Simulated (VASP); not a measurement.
# GePt (Fd-3m) in VASP: relaxation of cell and atoms with PBE

Aim: the relaxation of cell and atoms of GePt with PBE.

Everything below comes from runs of VASP 6.6.1. Logs are shortened: lines on timing, memory, paths and dates and some standing lists are left out, and cuts for length are marked.

### Step 1. The crystal as given

Symmetry: Fd-3m, No. 227, cubic system. The conventional cell has a = 6.671 Å, b = 6.671 Å, c = 6.671 Å, α = 90.00°, β = 90.00°, γ = 90.00°. Ge (site symmetry -43m) is surrounded by 4 Ge at 2.89 Å and 4 Pt at 2.89 Å. Pt (site symmetry -43m) has 4 Ge at 2.89 Å and 4 Pt at 2.89 Å as nearest neighbours.

The cell was built by a generator and needn't be a form met in nature.

### Step 2. Relaxation of cell and atoms, PBE

Input file INCAR:

```
ALGO = Fast ; EDIFF = 1E-4
EDIFFG = -0.08 ; ENCUT = 520
GGA = PE ; IBRION = 2
ISIF = 3 ; ISMEAR = 0
LASPH = T ; LCHARG = F
LREAL = F ; LWAVE = F
NELM = 60 ; NSW = 24
PREC = Normal ; SIGMA = 0.15
```

Input file KPOINTS:

```
k-points
0
Gamma
  5 5 5
```

Input file POSCAR:

```
GePt
1.0
    0.0000000000      3.3354914300      3.3354914300
    3.3354914300      0.0000000000      3.3354914300
    3.3354914300      3.3354914300      0.0000000000
Ge Pt
2 2
Direct
    0.7500000000      0.7500000000      0.7500000000
    0.5000000000      0.5000000000      0.5000000000
    0.2500000000      0.2500000000      0.2500000000
    0.0000000000      0.0000000000      0.0000000000
```

Potentials or basis: VASP PAW PBE potentials, release 64 (Ge_d, Pt).

On the command line:

```sh
cat potpaw_PBE.64/Ge_d/POTCAR potpaw_PBE.64/Pt/POTCAR > POTCAR
mpirun -np 1 vasp_std > vasp.out
```

OUTCAR:

```text
EDIFF = 1E-4
   EDIFFG = -0.08
   ENCUT = 520
   GGA = PE
   IBRION = 2
   ISIF = 3
   ISMEAR = 0
   LASPH = T
   LREAL = F
   NELM = 60
   NSW = 24
   PREC = Normal

 ion  position               nearest neighbor table
   1  0.750  0.750  0.750-   2 2.89   4 2.89   2 2.89   2 2.89   2 2.89   4 2.89   4 2.89   4 2.89

   2  0.500  0.500  0.500-   1 2.89   3 2.89   3 2.89   3 2.89   3 2.89   1 2.89   1 2.89   1 2.89

   3  0.250  0.250  0.250-   2 2.89   4 2.89   4 2.89   4 2.89   4 2.89   2 2.89   2 2.89   2 2.89

   4  0.000  0.000  0.000-   1 2.89   3 2.89   1 2.89   1 2.89   1 2.89   3 2.89   3 2.89   3 2.89

  LATTYP: Found a face centered cubic cell.
 ALAT       =     6.6709828600

  Lattice vectors:

 A1 = (   0.0000000000,   3.3354914300,   3.3354914300)
 A2 = (   3.3354914300,   0.0000000000,   3.3354914300)
 A3 = (   3.3354914300,   3.3354914300,   0.0000000000)

Analysis of symmetry for initial positions (statically):
=====================================================================
 Subroutine PRICEL returns:
 Original cell was already a primitive cell.

 Routine SETGRP: Setting up the symmetry group for a
 face centered cubic supercell.

 Subroutine GETGRP returns: Found 48 space group operations
 (whereof 24 operations were pure point group operations)
 out of a pool of 48 trial point group operations.

The static configuration has the point symmetry T_d .
 The point group associated with its full space group is O_h .

Analysis of symmetry for dynamics (positions and initial velocities):
=====================================================================
 Subroutine PRICEL returns:
 Original cell was already a primitive cell.

 Routine SETGRP: Setting up the symmetry group for a
 face centered cubic supercell.

 Subroutine GETGRP returns: Found 48 space group operations
 (whereof 24 operations were pure point group operations)
 out of a pool of 48 trial point group operations.

The dynamic configuration has the point symmetry T_d .
 The point group associated with its full space group is O_h .

 Subroutine INISYM returns: Found 48 space group operations
 (whereof 24 operations are pure point group operations),
 and found     1 'primitive' translations

----------------------------------------------------------------------------------------

                                     Primitive cell

  volume of cell :      74.2180

  direct lattice vectors                    reciprocal lattice vectors
     0.000000000  3.335491430  3.335491430    -0.149902948  0.149902948  0.149902948
     3.335491430  0.000000000  3.335491430     0.149902948 -0.149902948  0.149902948
     3.335491430  3.335491430  0.000000000     0.149902948  0.149902948 -0.149902948

  length of vectors
     4.717097217  4.717097217  4.717097217     0.259639523  0.259639523  0.259639523

  position of ions in fractional coordinates (direct lattice)
     0.750000000  0.750000000  0.750000000
     0.500000000  0.500000000  0.500000000
     0.250000000  0.250000000  0.250000000
     0.000000000  0.000000000  0.000000000

  ion indices of the primitive-cell ions
   primitive index   ion index
                 1           1
                 2           2
                 3           3
                 4           4

----------------------------------------------------------------------------------------

 KPOINTS: k-points

Automatic generation of k-mesh.
 Grid dimensions read from file:
 generate k-points for:    5    5    5

 Generating k-lattice:

  Cartesian coordinates                     Fractional coordinates (reciprocal lattice)
    -0.029980590  0.029980590  0.029980590     0.200000000  0.000000000  0.000000000
     0.029980590 -0.029980590  0.029980590     0.000000000  0.200000000  0.000000000
     0.029980590  0.029980590 -0.029980590     0.000000000  0.000000000  0.200000000

  Length of vectors
     0.051927905  0.051927905  0.051927905

  Shift w.r.t. Gamma in fractional coordinates (k-lattice)
     0.000000000  0.000000000  0.000000000

 Subroutine IBZKPT returns following result:
 ===========================================

 Found     10 irreducible k-points:

 Following reciprocal coordinates:
            Coordinates               Weight
  0.000000  0.000000  0.000000      1.000000
  0.200000  0.000000  0.000000      8.000000
  0.400000  0.000000  0.000000      8.000000
  0.200000  0.200000  0.000000      6.000000
  0.400000  0.200000  0.000000     24.000000
 -0.400000  0.200000  0.000000     24.000000
 -0.200000  0.200000  0.000000     12.000000
  0.400000  0.400000  0.000000      6.000000
 -0.400000  0.400000  0.000000     12.000000
 -0.400000  0.400000  0.200000     24.000000
   k-points           NKPTS =     10   k-points in BZ     NKDIM =     10   number of bands    NBANDS=     28
   number of dos      NEDOS =    301   number of ions     NIONS =      4
   total plane-waves  NPLWV =  21952
   dimension x,y,z NGX =    28 NGY =   28 NGZ =   28
   dimension x,y,z NGXF=    56 NGYF=   56 NGZF=   56
   ions per type =               2   2
   NGX,Y,Z   is equivalent  to a cutoff of   9.87,  9.87,  9.87 a.u.
   NGXF,Y,Z  is equivalent  to a cutoff of  19.74, 19.74, 19.74 a.u.
 SYSTEM =  unknown system
   PREC   = normal    normal or accurate (medium, high low for compatibility)
   ISTART =      0    job   : 0-new  1-cont  2-samecut
   ICHARG =      2    charge: 1-file 2-atom 10-const
   ISPIN  =      1    spin polarized calculation?
   LNONCOLLINEAR =      F non collinear calculations
   LSORBIT =      F    spin-orbit coupling
   LASPH  =      T    aspherical Exc in radial PAW
   ENCUT  =  520.0 eV  38.22 Ry    6.18 a.u.   8.77  8.77  8.77*2*pi/ulx,y,z
   NELM   =     60;   NELMIN=  2; NELMDL= -5     # of ELM steps
   EDIFF  = 0.1E-03   stopping-criterion for ELM
   LREAL  =      F    real-space projection
   EDIFFG = -.8E-01   stopping-criterion for IOM
   NSW    =     24    number of steps for IOM
   IBRION =      2    ionic relax: 0-MD 1-quasi-New 2-CG
   NFREE  =      1    steps in history (QN), initial steepest desc. (CG)
   ISIF   =      3    stress and relaxation
   ISYM   =      2    0-nonsym 1-usesym 2-fastsym
   POTIM  = 0.5000    time-step for ionic-motion
   TEBEG  =    0.0;   TEEND  =   0.0 temperature during run
   PSTRESS=    0.0 pullay stress
   NELECT =      48.0000    total number of electrons
   NUPDOWN=      -1.0000    fix difference up-down
   EMIN   =  10.00;   EMAX   =-10.00  energy-range for DOS
   EFERMI =   0.00;   METHOD = LEGACY
   ISMEAR =     0;   SIGMA  =   0.15  broadening in eV -4-tet -1-fermi 0-gaus
   EFERMI_NEDOS =   21; number of points for ismear=-14 and -15
   IALGO  =     68    algorithm
   IMIX   =      4    mixing-type and parameters
     AMIX     =   0.40;   BMIX     =  1.00
     AMIX_MAG =   1.60;   BMIX_MAG =  1.00
  volume/ion in A,a.u.               =      18.55       125.21
  Fermi-wavevector in a.u.,A,eV,Ry     =   1.415746  2.675372 27.270666  2.004337
  Thomas-Fermi vector in A             =   2.537153
   LORBIT       =      0    0 simple, 1 ext, 2 COOP (PROOUT), +10 PAW based schemes
   GGA     = PE    functional components
   LHFCALC =     F    Hartree Fock is set to
   AEXX    =    0.0000 exact exchange contribution
   IVDW    =     0    specifies the selected vdW correction
   LEPSILON=     F    determine dielectric tensor
   LRPA    =     F    only Hartree local field effects (RPA)
 conjugate gradient relaxation of ions
 non-spin polarized calculation
 RMM-DIIS sequential band-by-band and
 Gauss-broadening in eV      SIGMA  =   0.15
  energy-cutoff  :      520.00
  volume of cell :       74.22
 maximum number of plane-waves:      2008
   NGX = 17   NGY = 17   NGZ = 17

--------------------------------------- Ionic step        1  -------------------------------------------

 number of electron      48.0000021 magnetization

 Free energy of the ion-electron system (eV)
  ---------------------------------------------------
  ext. energy  EPLUGINS =         0.00000000
  ---------------------------------------------------
  free energy    TOTEN  =       -20.75618020 eV

  energy without entropy =      -20.71143571  energy(sigma->0) =      -20.73380796

------------------------ aborting loop because EDIFF is reached ----------------------------------------

  FORCE on cell =-STRESS in cart. coord.  units (eV):
  Direction    XX          YY          ZZ          XY          YZ          ZX
  --------------------------------------------------------------------------------------
  -------------------------------------------------------------------------------------
  Total       -5.4255800     -5.4255800     -5.4255800      0.0000000      0.0000000      0.0000000
  in kB     -117.1243718   -117.1243718   -117.1243718      0.0000000      0.0000000      0.0000000
  external PRESSURE =    -117.1243718 kB  Pullay stress =       0.0000000 kB

 VOLUME and BASIS-vectors are now :
 -----------------------------------------------------------------------------
  energy-cutoff  :      520.00
  volume of cell :       74.22
      direct lattice vectors                 reciprocal lattice vectors
     0.000000000  3.335491430  3.335491430    -0.149902948  0.149902948  0.149902948
     3.335491430  0.000000000  3.335491430     0.149902948 -0.149902948  0.149902948
     3.335491430  3.335491430  0.000000000     0.149902948  0.149902948 -0.149902948

 POSITION                                       TOTAL-FORCE (eV/Angst)
 -----------------------------------------------------------------------------------
      5.00324      5.00324      5.00324         0.000000      0.000000      0.000000
      3.33549      3.33549      3.33549        -0.000000     -0.000000     -0.000000
      1.66775      1.66775      1.66775        -0.000000     -0.000000     -0.000000
      0.00000      0.00000      0.00000         0.000000      0.000000      0.000000
 -----------------------------------------------------------------------------------
    total drift:                                0.000000      0.000000      0.000000

  FREE ENERGIE OF THE ION-ELECTRON SYSTEM (eV)
  ---------------------------------------------------
  free  energy   TOTEN  =       -20.7561801995 eV

  energy  without entropy=      -20.7114357138  energy(sigma->0) =      -20.73380796

--------------------------------------- Ionic step        2  -------------------------------------------

 number of electron      48.0000000 magnetization

 E-fermi :  10.6285     XC(G=0): -12.9410

 val. band max:       10.5839828558   @ k =   0.4000   0.4000   0.0000
 cond. band min:      10.6413642578   @ k =   0.2000   0.0000   0.0000
 fundamental gap:      0.0573814020
 Fermi energy:        10.6285468667

 k-point     1 :       0.0000    0.0000    0.0000
  band No.  band energies     occupation
      1     -14.6554      2.00000
      2     -14.6554      2.00000
      3     -14.6554      2.00000
      4     -14.6325      2.00000
      5     -14.6325      2.00000
      6     -14.5408      2.00000
[... 20 lines left out ...]
     27      14.5003      0.00000
[... 300 lines left out ...]
 POSITION                                       TOTAL-FORCE (eV/Angst)
 -----------------------------------------------------------------------------------
      4.67584      4.67584      4.67584         0.000000      0.000000      0.000000
      3.11723      3.11723      3.11723        -0.000000     -0.000000     -0.000000
      1.55861      1.55861      1.55861         0.000000      0.000000      0.000000
      0.00000      0.00000      0.00000        -0.000000     -0.000000     -0.000000
 -----------------------------------------------------------------------------------
    total drift:                                0.000000      0.000000      0.000000

  FREE ENERGIE OF THE ION-ELECTRON SYSTEM (eV)
  ---------------------------------------------------
  free  energy   TOTEN  =       -20.7372714087 eV

  energy  without entropy=      -20.7151777795  energy(sigma->0) =      -20.72622459

--------------------------------------- Ionic step        3  -------------------------------------------

 number of electron      47.9999995 magnetization

 Free energy of the ion-electron system (eV)
  ---------------------------------------------------
  ext. energy  EPLUGINS =         0.00000000
  ---------------------------------------------------
  free energy    TOTEN  =       -21.05001521 eV

  energy without entropy =      -21.02396000  energy(sigma->0) =      -21.03698760

 E-fermi :   8.9798     XC(G=0): -12.3750

 val. band max:        8.9216668620   @ k =   0.4000   0.4000   0.0000
 cond. band min:       9.0734513114   @ k =   0.4000   0.2000   0.0000
 fundamental gap:      0.1517844495
 Fermi energy:         8.9798011072

 k-point     1 :       0.0000    0.0000    0.0000
  band No.  band energies     occupation
      1     -16.0790      2.00000
      2     -16.0790      2.00000
      3     -16.0790      2.00000
      4     -16.0591      2.00000
      5     -16.0591      2.00000
      6     -15.9924      2.00000
[... 20 lines left out ...]
     27      12.5685      0.00000
[... 300 lines left out ...]
 POSITION                                       TOTAL-FORCE (eV/Angst)
 -----------------------------------------------------------------------------------
      4.83492      4.83492      4.83492        -0.000000     -0.000000     -0.000000
      3.22328      3.22328      3.22328         0.000000      0.000000      0.000000
      1.61164      1.61164      1.61164        -0.000000     -0.000000     -0.000000
      0.00000      0.00000      0.00000         0.000000      0.000000      0.000000
 -----------------------------------------------------------------------------------
    total drift:                                0.000000      0.000000      0.000000

  FREE ENERGIE OF THE ION-ELECTRON SYSTEM (eV)
  ---------------------------------------------------
  free  energy   TOTEN  =       -21.0500152090 eV

  energy  without entropy=      -21.0239599995  energy(sigma->0) =      -21.03698760

 reached required accuracy - stopping structural energy minimisation
```

Run time: 65 s. Hardware: 1 thread of Intel Xeon Platinum 8259CL at 2.50GHz (Skylake/Cascade Lake), shared host; peak memory 0.17 GiB.

Results:

```
Free energy                            : -21.0500 eV
Relaxed volume                         : 16.74 Å³/atom
Relaxed cell                           : a = 4.558 Å, b = 4.558 Å, c = 4.558 Å, α = 60.00°, β = 60.00°, γ = 60.00°
Space group after relaxing (to 0.05 Å) : Fd-3m (No. 227)
Energy gained by relaxing              : 73.5 meV/atom
Ionic steps                            : 3
Pressure after relaxing                : -0.3 GPa
Band gap on the k mesh                 : none (metal or under the smearing width)
```

The path:
```tsv
step	energy change (eV)	largest force (eV/Å)	pressure (GPa)	volume (Å³)
1	0.0000	0.0000	-11.71	74.22
2	0.0189	0.0000	17.69	60.58
3	-0.2938	0.0000	-0.32	66.98
```

Final structure:
```yaml
crystal:
  lattice:
    - [0.00000, 3.22328, 3.22328]
    - [3.22328, 0.00000, 3.22328]
    - [3.22328, 3.22328, 0.00000]
  atoms:
    - { symbol: Ge, position: [0.75000, 0.75000, 0.75000] }
    - { symbol: Ge, position: [0.50000, 0.50000, 0.50000] }
    - { symbol: Pt, position: [0.25000, 0.25000, 0.25000] }
    - { symbol: Pt, position: [0.00000, 0.00000, 0.00000] }
```

Caveat: the relaxation stopped at a loose force limit of 0.08 eV/Å, so its end isn't a converged minimum.
